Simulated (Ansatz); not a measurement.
# MnS (P6_3mc) in Ansatz: a series of runs, part 2 of 2

Ansatz 0.2.0. The steps go on from the part before.

**3. Relaxation of cell and atoms, BLYP+D4, collinear spin, ferromagnetic start**

Contents of input.yaml:

```yaml
crystal:
  lattice:
    - [3.9535769233, 0.0, 0.0]
    - [-1.9767884617, 3.4238980514, 0.0]
    - [0.0, 0.0, 6.34252886]
  atoms:
    - { symbol: Mn, position: [0.6666666667, 0.3333333333, 0.49884467], spin: 4.0 }
    - { symbol: Mn, position: [0.3333333333, 0.6666666667, 0.99884467], spin: 4.0 }
    - { symbol: S, position: [0.3333333333, 0.6666666667, 0.6261543] }
    - { symbol: S, position: [0.6666666667, 0.3333333333, 0.1261543] }
hamiltonian:
  xc: blyp
  pseudopotentials: { kind: paw }
  dispersion: d4
magnetization:
  spin_polarized: true
kpoints:
  mp_grid: { grid: [8, 8, 4] }
scf:
  occupations: { method: fermi_dirac, width: 0.05 }
output:
  forces: true
  stress: true
relax:
  f_tol: 0.01
  max_steps: 40
  cell: { stress_tol: 0.05 }
```

Potentials or basis: Ansatz PAW.

On the command line:

```console
$ ansatz run input.yaml --threads 2 --pin off --max-ram 5632MiB --backend cpu --events-out ev --progress --plain --runs-dir out
```

Run time: 34 s. Hardware: 2 threads of Arm Neoverse V1, shared host; peak memory 0.42 GiB.

The run converged. Its results:

```
Free energy                            : -9630.3167 eV
Relaxed volume                         : 21.52 Å³/atom
Relaxed cell                           : a = 3.936 Å, b = 3.936 Å, c = 6.417 Å, α = 90.00°, β = 90.00°, γ = 120.00°
Space group after relaxing (to 0.05 Å) : P6_3mc (No. 186)
Energy gained by relaxing              : 3.7 meV/atom
Ionic steps                            : 5
Pressure after relaxing                : 0.0 GPa
Largest force after relaxing           : 0.010 eV/Å
Net moment                             : 9.73 μB per cell
Absolute moment                        : 9.73 μB per cell
Site moments                           : Mn +4.09; S +0.16 μB
```

Forces on the atoms (eV/Å):
```
Mn   0.000  0.000  0.010
Mn   0.000  0.000  0.010
S    0.000  0.000 -0.010
S    0.000  0.000 -0.010
```

The path:
| step | energy change (eV) | largest force (eV/Å) | volume (Å³) |
| --- | --- | --- | --- |
| 1 | 0.0000 | 0.2830 | 85.86 |
| 2 | -0.0107 | 0.1491 | 85.97 |
| 3 | -0.0144 | 0.0237 | 86.03 |
| 4 | -0.0146 | 0.0095 | 86.08 |
| 5 | -0.0146 | 0.0095 | 86.08 |

Final structure:
```
Mn S
1.0
     3.93560    0.00000    0.00000
    -1.96780    3.40833    0.00000
     0.00000    0.00000    6.41695
Mn S
2 2
Direct
  0.66667 0.33333 0.50044
  0.33333 0.66667 0.00044
  0.33333 0.66667 0.62456
  0.66667 0.33333 0.12456
```

Caveat: the magnetic or orbital state may not be the lowest; the plane-wave basis is chosen anew once the cell has moved, so the energies of steps on either side of that aren't comparable; only a ferromagnetic start was run, and an antiferromagnetic order may lie lower in energy; the PAW data sets come from PBE, with cores solved anew for the run's functional, which leaves a small shift of forces and pressure.

**4. Single point, PBE, collinear spin, ferromagnetic start**

input.yaml: that of step 3 with these lines changed.

```diff
@@ -11,5 +11,4 @@
 hamiltonian:
-  xc: blyp
+  xc: pbe
   pseudopotentials: { kind: paw }
-  dispersion: d4
 magnetization:
@@ -19,3 +18,3 @@
 scf:
-  occupations: { method: fermi_dirac, width: 0.05 }
+  occupations: { method: gaussian, width: 0.029 }
 output:
@@ -23,5 +22,6 @@
   stress: true
-relax:
-  f_tol: 0.01
-  max_steps: 40
-  cell: { stress_tol: 0.05 }
+  eigenvalues: true
+  write_density: true
+  write_potential: true
+  elf: true
+  volumetric_format: npy
```

On the command line:

```console
$ ansatz run input.yaml --threads 2 --pin off --max-ram 5632MiB --backend cpu --events-out ev --progress --plain --runs-dir out
```

It took 12 s on 2 threads of Arm Neoverse V1, shared host; peak memory 0.41 GiB.

Results (log left out):

* Free energy: -9603.6729 eV
* Pressure: 2.8 GPa
* Largest force: 0.286 eV/Å
* Band gap on the k mesh: none (metal or under the smearing width)
* Net moment: 9.87 μB per cell
* Absolute moment: 9.87 μB per cell
* Site moments: Mn +4.11; S +0.13 μB

Forces on the atoms (eV/Å):
```
Mn   0.000  0.000  0.286
Mn   0.000  0.000  0.286
S    0.000  0.000 -0.286
S    0.000  0.000 -0.286
```

Stress tensor (GPa, compression positive):
```
1.94 0.00 0.00
0.00 1.94 0.00
0.00 0.00 4.53
```

Levels at points of the mesh, in eV from the Fermi level:
Spin up:
```tsv
k point	band 22	band 23	band 24	band 25	band 26	band 27	band 28	band 29	band 30
(0.00, 0.00, 0.00)	-0.89	-0.89	0.15	0.21	0.21	1.04	2.66	5.61	5.61
(0.00, 0.00, -0.50)	-1.65	-0.37	-0.37	-0.37	-0.37	2.61	2.61	5.68	5.68
(0.00, -0.50, 0.00)	-2.79	-2.45	-2.33	-1.23	-0.79	3.40	3.59	4.29	6.10
(0.00, -0.50, -0.50)	-2.95	-1.54	-1.54	-1.40	-1.40	3.00	3.00	5.02	5.02
```
Spin down:
```csv
k point,band 13,band 14,band 15,band 16,band 17,band 18,band 19,band 20
"(0.00, 0.00, 0.00)",-3.43,-3.43,-3.41,-3.41,0.47,0.47,0.77,0.96
"(0.00, 0.00, -0.50)",-3.43,-3.43,-3.43,-3.43,0.79,0.79,0.79,0.79
"(0.00, -0.50, 0.00)",-4.21,-3.60,-3.52,-3.38,0.02,0.20,0.68,0.87
"(0.00, -0.50, -0.50)",-3.55,-3.55,-3.46,-3.46,0.51,0.51,0.86,0.86
```

Caveat: the magnetic or orbital state may not be the lowest; semilocal functionals often make such compounds metallic where correlation or magnetic order opens a gap, which also shifts bond lengths; only a ferromagnetic start was run, and an antiferromagnetic order may lie lower in energy.

**5. Single point, PBE, collinear spin, ferromagnetic start**

input.yaml: that of step 4 with these lines changed.

```diff
@@ -18,3 +18,3 @@
 scf:
-  occupations: { method: gaussian, width: 0.029 }
+  occupations: { method: gaussian, width: 0.03 }
 output:
@@ -23,5 +23 @@
   eigenvalues: true
-  write_density: true
-  write_potential: true
-  elf: true
-  volumetric_format: npy
```

On the command line:

```console
$ ansatz run input.yaml --threads 2 --pin off --max-ram 5632MiB --backend cpu --events-out ev --progress --plain --runs-dir out
```

Run time: 12 s. Hardware: 2 threads of Arm Neoverse V1, shared host; peak memory 0.41 GiB.

The run converged. Its results:

```
Free energy            : -9603.6729 eV
Pressure               : 2.8 GPa
Largest force          : 0.286 eV/Å
Band gap on the k mesh : none (metal or under the smearing width)
Net moment             : 9.87 μB per cell
Absolute moment        : 9.87 μB per cell
Site moments           : Mn +4.11; S +0.13 μB
```

Forces in eV/Å, atoms in the order of the input:
```
Mn   0.000  0.000  0.286
Mn   0.000  0.000  0.286
S    0.000  0.000 -0.286
S    0.000  0.000 -0.286
```

Stress tensor (GPa, compression positive):
```
1.94 0.00 0.00
0.00 1.94 0.00
0.00 0.00 4.53
```

Levels at points of the mesh, in eV from the Fermi level:
Spin up:
| k point | band 24 | band 25 | band 26 | band 27 | band 28 | band 29 |
| --- | --- | --- | --- | --- | --- | --- |
| (0.00, 0.00, 0.00) | 0.15 | 0.21 | 0.21 | 1.04 | 2.66 | 5.61 |
| (0.00, 0.00, -0.50) | -0.37 | -0.37 | -0.37 | 2.61 | 2.61 | 5.68 |
| (0.00, -0.50, 0.00) | -2.33 | -1.23 | -0.79 | 3.41 | 3.59 | 4.29 |
| (0.00, -0.50, -0.50) | -1.54 | -1.40 | -1.40 | 3.00 | 3.00 | 5.02 |
Spin down:
```tsv
k point	band 14	band 15	band 16	band 17	band 18	band 19
(0.00, 0.00, 0.00)	-3.43	-3.41	-3.41	0.47	0.47	0.77
(0.00, 0.00, -0.50)	-3.43	-3.43	-3.43	0.79	0.79	0.79
(0.00, -0.50, 0.00)	-3.60	-3.52	-3.38	0.02	0.20	0.68
(0.00, -0.50, -0.50)	-3.55	-3.45	-3.45	0.51	0.51	0.86
```

Caveat: the magnetic or orbital state may not be the lowest; semilocal functionals often make such compounds metallic where correlation or magnetic order opens a gap, which also shifts bond lengths; only a ferromagnetic start was run, and an antiferromagnetic order may lie lower in energy.
